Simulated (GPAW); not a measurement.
# SnSe (Fm-3m) in GPAW: further runs

Aim: see how the results for SnSe move with the level of theory and the settings. Levels: PBE, AM05+D4. Tasks: band structure, equation of state, dielectric tensor.

All numbers are computed with GPAW 26.7.0; they aren't measurements. Logs are shortened: lines on timing, memory, paths and dates and some standing lists are left out, and cuts for length are marked. The log counts tension as positive stress, the text compression.

### 1 Starting point

Symmetry: Fm-3m, No. 225, cubic system. Conventional cell: a = 6.020 Å, b = 6.020 Å, c = 6.020 Å, α = 90.00°, β = 90.00°, γ = 90.00°. Sn (site symmetry m-3m) has 6 Se at 3.01 Å as nearest neighbours. Se (site symmetry m-3m) has 6 Sn at 3.01 Å as nearest neighbours.

Measurements of this composition are mostly on another form, of space group No. 62.

### 2 Band structure, PBE

run.py

```python
from ase.dft.bandgap import bandgap
from ase.io import write
from ase.spacegroup import crystal
from gpaw import GPAW

# Sn 4a
# Se 4b
atoms = crystal(['Sn', 'Se'],
                basis=[[0.0, 0.0, 0.0],
                       [0.5, 0.0, 0.0]],
                spacegroup=225, setting=1,  # Fm-3m
                cellpar=[6.02, 6.02, 6.02, 90.0, 90.0, 90.0],
                primitive_cell=True)

calc = GPAW(mode='lcao',
            h=0.2,
            basis='sz(dzp)',
            xc='PBE',
            kpts={'size': (6, 6, 6), 'gamma': True},
            occupations={'name': 'fermi-dirac', 'width': 0.05},
            convergence={'density': 1e-05, 'energy': 1e-05},
            maxiter=150,
            txt='gpaw.txt')
atoms.calc = calc
energy = atoms.get_potential_energy()
forces = atoms.get_forces()
calc.write('gs.gpw')
write('result.traj', atoms)
print(f'Energy: {energy:.6f} eV')
print('Forces (eV/A):')
print(forces.round(4))
print('Fermi level:', round(calc.get_fermi_level(), 4), 'eV')
print(f'Gap: {bandgap(calc)[0]:.4f} eV, direct: {bandgap(calc, direct=True)[0]:.4f} eV')

path = atoms.cell.bandpath('GXWKGLUWLK,UX', npoints=80, eps=1e-4)
bs_calc = calc.fixed_density(kpts=path, symmetry='off', txt='bands.txt')
bs = bs_calc.band_structure()
bs.write('bs.json')
print(f'Gap on the path: {bandgap(bs_calc)[0]:.4f} eV')
```

Potentials or basis: GPAW PAW data sets (gpaw-data 1.2.1), lcao:sz(dzp).

The run is started by

```bash
$ OMP_NUM_THREADS=1 python run.py
```

gpaw.txt:

```text
__  _  _
 | _ |_)|_||  |
 |__||  | ||/\| - 26.7.0

Input parameters:
  mode=LCAO(),
  basis={'default': 'sz(dzp)'},
  convergence={'density': 1e-05, 'energy': 1e-05},
  h=0.2,
  kpts=MonkhorstPack(size=(6, 6, 6), gamma=True),
  maxiter=150,
  occupations=Occupations(name='fermi-dirac', width=0.05),
  xc=XC(name='PBE')

                Se

       Sn

Atoms  # Å, Bohr magnetons
|   | symbol |        x |        y |        z |    initial magnetic moments |
|---|--------|----------|----------|----------|-----------------------------|
| 0 |     Sn | 0.000000 | 0.000000 | 0.000000 | ( 0.0000,  0.0000,  0.0000) |
| 1 |     Se | 3.010000 | 3.010000 | 3.010000 | ( 0.0000,  0.0000,  0.0000) |

Unit cell  # Å
| periodic |        x |        y |        z |  lengths |    angles |
|----------|----------|----------|----------|----------|-----------|
|      yes | 0.000000 | 3.010000 | 3.010000 | 4.256783 | 60.000000 |
|      yes | 3.010000 | 0.000000 | 3.010000 | 4.256783 | 60.000000 |
|      yes | 3.010000 | 3.010000 | 0.000000 | 4.256783 | 60.000000 |

Number of symmetries: 48
Symmetry operations  # r_c * U_cc + t_c -> r_c
|    | kind |            matrix            |
|----|------|------------------------------|
|  0 |  σ   |  1, 0, 0,  1, 0,-1,  1,-1, 0 |
|  1 |  C2  |  1, 0, 0,  1,-1, 0,  1, 0,-1 |
|  2 |  E   |  1, 0, 0,  0, 1, 0,  0, 0, 1 |
|  3 |  σ   |  1, 0, 0,  0, 0, 1,  0, 1, 0 |
|  4 |  C4  |  1, 0,-1,  1, 0, 0,  1,-1, 0 |
|  5 |  S6  |  1, 0,-1,  1,-1, 0,  1, 0, 0 |
|  6 |  σ   |  1, 0,-1,  0, 1,-1,  0, 0,-1 |
|  7 |  C3  |  1, 0,-1,  0, 0,-1,  0, 1,-1 |
|  8 |  S6  |  1,-1, 0,  1, 0, 0,  1, 0,-1 |
|  9 |  C4  |  1,-1, 0,  1, 0,-1,  1, 0, 0 |
| 10 |  C3  |  1,-1, 0,  0,-1, 1,  0,-1, 0 |
| 11 |  σ   |  1,-1, 0,  0,-1, 0,  0,-1, 1 |
| 12 |  σ   |  0, 1, 0,  1, 0, 0,  0, 0, 1 |
| 13 |  C4  |  0, 1, 0,  0, 1,-1, -1, 1, 0 |
| 14 |  C3  |  0, 1, 0,  0, 0, 1,  1, 0, 0 |
| 15 |  S6  |  0, 1, 0, -1, 1, 0,  0, 1,-1 |
| 16 |  C2  |  0, 1,-1,  1, 0,-1,  0, 0,-1 |
[... 17 lines left out ...]
| 34 |  S4  |  0,-1, 0,  0,-1, 1,  1,-1, 0 |
| 35 |  C2  |  0,-1, 0, -1, 0, 0,  0, 0,-1 |
| 36 |  C2  | -1, 1, 0,  0, 1, 0,  0, 1,-1 |
| 37 |  S6  | -1, 1, 0,  0, 1,-1,  0, 1, 0 |
| 38 |  S4  | -1, 1, 0, -1, 0, 1, -1, 0, 0 |
| 39 |  C3  | -1, 1, 0, -1, 0, 0, -1, 0, 1 |
| 40 |  S6  | -1, 0, 1,  0, 0, 1,  0,-1, 1 |
| 41 |  C2  | -1, 0, 1,  0,-1, 1,  0, 0, 1 |
| 42 |  C3  | -1, 0, 1, -1, 1, 0, -1, 0, 0 |
| 43 |  S4  | -1, 0, 1, -1, 0, 0, -1, 1, 0 |
| 44 |  C2  | -1, 0, 0,  0, 0,-1,  0,-1, 0 |
| 45 |  i   | -1, 0, 0,  0,-1, 0,  0, 0,-1 |
| 46 |  σ   | -1, 0, 0, -1, 1, 0, -1, 0, 1 |
| 47 |  C2  | -1, 0, 0, -1, 0, 1, -1, 1, 0 |

BZ-sampling:
  Number of BZ points: 216
  Number of IBZ points: 16

  Monkhorst-Pack size: [6, 6, 6]
  Monkhorst-Pack shift: [0.08333333333333333, 0.08333333333333333, 0.08333333333333333]

K-points  # in reciprocal-cell coordinates
|     |                                coordinates |     weight |
|-----|--------------------------------------------|------------|
|   0 | (  0.00000000,   0.00000000,   0.00000000) | 0.00462963 |
|   1 | (  0.16666667,   0.16666667,   0.00000000) | 0.02777778 |
|   2 | (  0.16666667,   0.16666667,   0.16666667) | 0.03703704 |
|   3 | (  0.33333333,   0.16666667,   0.16666667) | 0.05555556 |
|   4 | (  0.33333333,   0.33333333,  -0.33333333) | 0.05555556 |
|   5 | (  0.33333333,   0.33333333,   0.00000000) | 0.02777778 |
|   6 | (  0.33333333,   0.33333333,   0.16666667) | 0.11111111 |
|   7 | (  0.33333333,   0.33333333,   0.33333333) | 0.03703704 |
|   8 | (  0.50000000,   0.33333333,  -0.33333333) | 0.11111111 |
|   9 | (  0.50000000,   0.33333333,  -0.16666667) | 0.05555556 |
| ... |                                            |            |
|  15 | (  0.50000000,   0.50000000,   0.50000000) | 0.01851852 |

basis functions: 13
Spin-components: 1 (collinear spins)
Bands:           13
Projectors:      11
Spin-degeneracy: 2
Datatype:        <class 'complex'>

Parallelization:
  kpt:    1
  domain: 1
  band:   1

Density:
  Valence electrons: 20.0
  Components: 1
  Grid points: [16 16 16]
  Charge: 0.0  # |e|

Potential:
  Grid points: [16 16 16]

species:
  Sn:
    name:    Tin
    Z:       50.0
    valence: 14
    core:    36
    charge:  0.0  # [|e|]
    compensation charges:
      type: gauss
      rc: 0.38  # [Å]
      lmax: 2
    cutoffs:
      filter: 2.23  # [Å]
      core: 2.35  # [Å]
    projectors
    | kind |    occ | energy [eV] | rcut [Å] |
    |------|--------|-------------|----------|
    |   5s |  2.000 |     -10.538 |    1.201 |
    |   5p |  2.000 |      -3.696 |    1.270 |
    |   4d | 10.000 |     -25.845 |    1.185 |
    |    s |        |      16.674 |    1.201 |
    |    p |        |      23.515 |    1.270 |
    |    d |        |       1.367 |    1.185 |

    LCAO basis set for Sn:
      Name: sz(dzp)
      File: <dir>
      Number of radial functions: 3
      Number of spherical harmonics: 9
        l=0, rc=7.1250 Bohr: 5s-sz confined orbital
        l=1, rc=9.5469 Bohr: 5p-sz confined orbital
        l=2, rc=4.0625 Bohr: 4d-sz confined orbital
      Number of RI-basis functions 0
[... 70 lines left out ...]

Unit cell  # Å
| periodic |        x |        y |        z |  lengths |    angles |
|----------|----------|----------|----------|----------|-----------|
|      yes | 0.000000 | 3.010000 | 3.010000 | 4.256783 | 60.000000 |
|      yes | 3.010000 | 0.000000 | 3.010000 | 4.256783 | 60.000000 |
|      yes | 3.010000 | 3.010000 | 0.000000 | 4.256783 | 60.000000 |

Number of symmetries: 48
Symmetry operations  # r_c * U_cc + t_c -> r_c
|    | kind |            matrix            |
|----|------|------------------------------|
|  0 |  σ   |  1, 0, 0,  1, 0,-1,  1,-1, 0 |
|  1 |  C2  |  1, 0, 0,  1,-1, 0,  1, 0,-1 |
|  2 |  E   |  1, 0, 0,  0, 1, 0,  0, 0, 1 |
|  3 |  σ   |  1, 0, 0,  0, 0, 1,  0, 1, 0 |
|  4 |  C4  |  1, 0,-1,  1, 0, 0,  1,-1, 0 |
|  5 |  S6  |  1, 0,-1,  1,-1, 0,  1, 0, 0 |
|  6 |  σ   |  1, 0,-1,  0, 1,-1,  0, 0,-1 |
|  7 |  C3  |  1, 0,-1,  0, 0,-1,  0, 1,-1 |
|  8 |  S6  |  1,-1, 0,  1, 0, 0,  1, 0,-1 |
|  9 |  C4  |  1,-1, 0,  1, 0,-1,  1, 0, 0 |
| 10 |  C3  |  1,-1, 0,  0,-1, 1,  0,-1, 0 |
| 11 |  σ   |  1,-1, 0,  0,-1, 0,  0,-1, 1 |
| 12 |  σ   |  0, 1, 0,  1, 0, 0,  0, 0, 1 |
| 13 |  C4  |  0, 1, 0,  0, 1,-1, -1, 1, 0 |
| 14 |  C3  |  0, 1, 0,  0, 0, 1,  1, 0, 0 |
| 15 |  S6  |  0, 1, 0, -1, 1, 0,  0, 1,-1 |
| 16 |  C2  |  0, 1,-1,  1, 0,-1,  0, 0,-1 |
[... 17 lines left out ...]
| 34 |  S4  |  0,-1, 0,  0,-1, 1,  1,-1, 0 |
| 35 |  C2  |  0,-1, 0, -1, 0, 0,  0, 0,-1 |
| 36 |  C2  | -1, 1, 0,  0, 1, 0,  0, 1,-1 |
| 37 |  S6  | -1, 1, 0,  0, 1,-1,  0, 1, 0 |
| 38 |  S4  | -1, 1, 0, -1, 0, 1, -1, 0, 0 |
| 39 |  C3  | -1, 1, 0, -1, 0, 0, -1, 0, 1 |
| 40 |  S6  | -1, 0, 1,  0, 0, 1,  0,-1, 1 |
| 41 |  C2  | -1, 0, 1,  0,-1, 1,  0, 0, 1 |
| 42 |  C3  | -1, 0, 1, -1, 1, 0, -1, 0, 0 |
| 43 |  S4  | -1, 0, 1, -1, 0, 0, -1, 1, 0 |
| 44 |  C2  | -1, 0, 0,  0, 0,-1,  0,-1, 0 |
| 45 |  i   | -1, 0, 0,  0,-1, 0,  0, 0,-1 |
| 46 |  σ   | -1, 0, 0, -1, 1, 0, -1, 0, 1 |
| 47 |  C2  | -1, 0, 0, -1, 0, 1, -1, 1, 0 |

BZ-sampling:
  Number of BZ points: 216
  Number of IBZ points: 16

  Monkhorst-Pack size: [6, 6, 6]
  Monkhorst-Pack shift: [0.08333333333333333, 0.08333333333333333, 0.08333333333333333]

K-points  # in reciprocal-cell coordinates
|     |                                coordinates |     weight |
|-----|--------------------------------------------|------------|
|   0 | (  0.00000000,   0.00000000,   0.00000000) | 0.00462963 |
|   1 | (  0.16666667,   0.16666667,   0.00000000) | 0.02777778 |
|   2 | (  0.16666667,   0.16666667,   0.16666667) | 0.03703704 |
|   3 | (  0.33333333,   0.16666667,   0.16666667) | 0.05555556 |
|   4 | (  0.33333333,   0.33333333,  -0.33333333) | 0.05555556 |
|   5 | (  0.33333333,   0.33333333,   0.00000000) | 0.02777778 |
|   6 | (  0.33333333,   0.33333333,   0.16666667) | 0.11111111 |
|   7 | (  0.33333333,   0.33333333,   0.33333333) | 0.03703704 |
|   8 | (  0.50000000,   0.33333333,  -0.33333333) | 0.11111111 |
|   9 | (  0.50000000,   0.33333333,  -0.16666667) | 0.05555556 |
| ... |                                            |            |
|  15 | (  0.50000000,   0.50000000,   0.50000000) | 0.01851852 |

basis functions: 13
Spin-components: 1 (collinear spins)
Bands:           13
Projectors:      11
Spin-degeneracy: 2
Datatype:        <class 'complex'>

Parallelization:
  kpt:    1
  domain: 1
  band:   1

Density:
  Valence electrons: 20.0
  Components: 1
  Grid points: [16 16 16]
  Charge: 0.0  # |e|

Potential:
  Grid points: [16 16 16]

species:
  Sn:
    name:    Tin
    Z:       50.0
    valence: 14
    core:    36
    charge:  0.0  # [|e|]
    compensation charges:
      type: gauss
      rc: 0.38  # [Å]
      lmax: 2
    cutoffs:
      filter: 2.23  # [Å]
      core: 2.35  # [Å]
    projectors
    | kind |    occ | energy [eV] | rcut [Å] |
    |------|--------|-------------|----------|
    |   5s |  2.000 |     -10.538 |    1.201 |
    |   5p |  2.000 |      -3.696 |    1.270 |
    |   4d | 10.000 |     -25.845 |    1.185 |
    |    s |        |      16.674 |    1.201 |
    |    p |        |      23.515 |    1.270 |
    |    d |        |       1.367 |    1.185 |

    LCAO basis set for Sn:
      Name: sz(dzp)
      File: <dir>
      Number of radial functions: 3
      Number of spherical harmonics: 9
        l=0, rc=7.1250 Bohr: 5s-sz confined orbital
        l=1, rc=9.5469 Bohr: 5p-sz confined orbital
        l=2, rc=4.0625 Bohr: 4d-sz confined orbital
      Number of RI-basis functions 0

  Se:
    name:    Selenium
    Z:       34.0
    valence: 6
    core:    28
    charge:  0.0  # [|e|]
    compensation charges:
      type: gauss
      rc: 0.27  # [Å]
      lmax: 2
    cutoffs:
      filter: 1.77  # [Å]
      core: 2.67  # [Å]
    projectors
    | kind |    occ | energy [eV] | rcut [Å] |
    |------|--------|-------------|----------|
    |   4s |  2.000 |     -17.277 |    0.847 |
    |   4p |  4.000 |      -6.512 |    1.005 |
    |    s |        |       9.935 |    0.847 |
    |    p |        |      20.699 |    1.005 |
    |    d |        |       0.000 |    0.847 |

    LCAO basis set for Se:
      Name: sz(dzp)
      File: <dir>
      Number of radial functions: 2
      Number of spherical harmonics: 4
        l=0, rc=5.7344 Bohr: 4s-sz confined orbital
        l=1, rc=7.2656 Bohr: 4p-sz confined orbital
      Number of RI-basis functions 0

Reference energy: -234114.225438  # eV

eigensolver:
  <gpaw.new.lcao.eigensolver.LCAOEigensolver object>
density mixing:
  MSR1-Mixer
  Pratt-step length: 0.05
  Maximum mixing coefficient: 0.75
  Old densities: 10
  SVD Regularization: 0.005
  Good broyden scale: 1.0
  Trust region scale: 1.0
  Backstep threshold: 4.0
  History deletion threshold: 6.0
  Fourier metric: weight=20.0, sigma=0.015

occupation numbers:
  Fermi-Dirac:
    width: 0.0500  # eV

FastPoissonSolver using
    Stencil: 12*3+1=37 point O(h^6) finite-difference Laplacian
    FFT axes: [np.int64(0), np.int64(1), np.int64(2)]
    FST axes: []

xc functional:
  name: PBE with 2 nearest neighbor stencil
interpolation: tri-quintic # 5. degree polynomial

convergence criteria:
- Maximum integral of absolute [dens]ity change: 1e-05 electrons / valence electron
- Maximum [total energy] change in last 3 cyles: 1e-05 eV / valence electron
- Maximum integral of absolute [eigenst]ate change: 4e-08 eV^2 / valence electron
maximum number of iterations: 150

SCF iterations
|iter     | |      energy | eigst |  dens |
|---------|-|-------------|-------|-------|
|iter:   1| |   -6.807144 |      c|       |
|iter:   2| |   -6.790449 |      c| -1.41 |
|iter:   3| |   -6.716954 |      c| -1.44 |
|iter:   4| |   -6.714890 |      c| -2.21 |
|iter:   5| |   -6.714528 |      c| -2.58 |
|iter:   6| |   -6.714528 |      c| -4.57 |
|iter:   7| |   -6.714528c|      c| -5.18c|

Converged in 7 steps
Energy contributions relative to reference atoms: (reference = -234114.225438)

Energy contributions:
  Kinetic:          71.174459
  Coulomb:         -66.210136
  Zero:              0.306761
  External:          0.000000
  Xc:              -11.985592
  Entropy:          -0.000042
  Spinorbit:         0.000000
  ----------------------------
  Free energy:      -6.714549
  Extrapolated:     -6.714528

dipole moment: (-20.199248, -20.199248, -20.199248)  # |e|*Ang

Fermi level: 6.785
Eigenvalues  # (at kpt = [0.000, 0.000, 0.000])
| band index |      eig [eV] | occ [0-2] |
|------------|---------------|-----------|
|          0 |       -14.457 |     2.000 |
|        ... |               |           |
|          2 |       -14.455 |     2.000 |
|          3 |       -14.455 |     2.000 |
|          4 |       -14.451 |     2.000 |
|          5 |        -7.551 |     2.000 |
|          6 |         1.262 |     2.000 |
|          7 |         4.075 |     2.000 |
|          8 |         4.080 |     2.000 |
|          9 |         4.080 |     2.000 |
|         10 |        10.779 |     0.000 |
|         11 |        10.782 |     0.000 |
|         12 |        10.782 |     0.000 |

Gap: 0.652 eV
Transition (v -> c):
  (s=0, k=15, n=9, [0.50, 0.50, 0.50]) -> (s=0, k=15, n=10, [0.50, 0.50, 0.50])
No difference between direct/indirect transitions

Forces  # eV/Ang
|       x |       y |        z |
|---------|---------|----------|
| 0.00000 | 0.00000 | -0.00000 |  # Sn   0
| 0.00000 | 0.00000 |  0.00000 |  # Se   1

# Writing to gs.gpw (mode='')
```

Wall time 6.5 s (1 thread of AMD EPYC 7R43 (Zen 3), shared host); peak memory 0.15 GiB.

These settings aren't checked as converged: the numbers below hold their error.

Results:

```yaml
Free_energy: -6.7145 eV
Band_gap_along_the_path: 0.13 eV, indirect (least direct gap 0.14 eV)
```

Caveat: the real-space grid adds noise to forces; spin-orbit coupling is left out, which moves the levels of the heavy elements; the basis of atomic orbitals isn't converged, which shifts pressures, moduli and gaps.

[end of part 1 of 4]
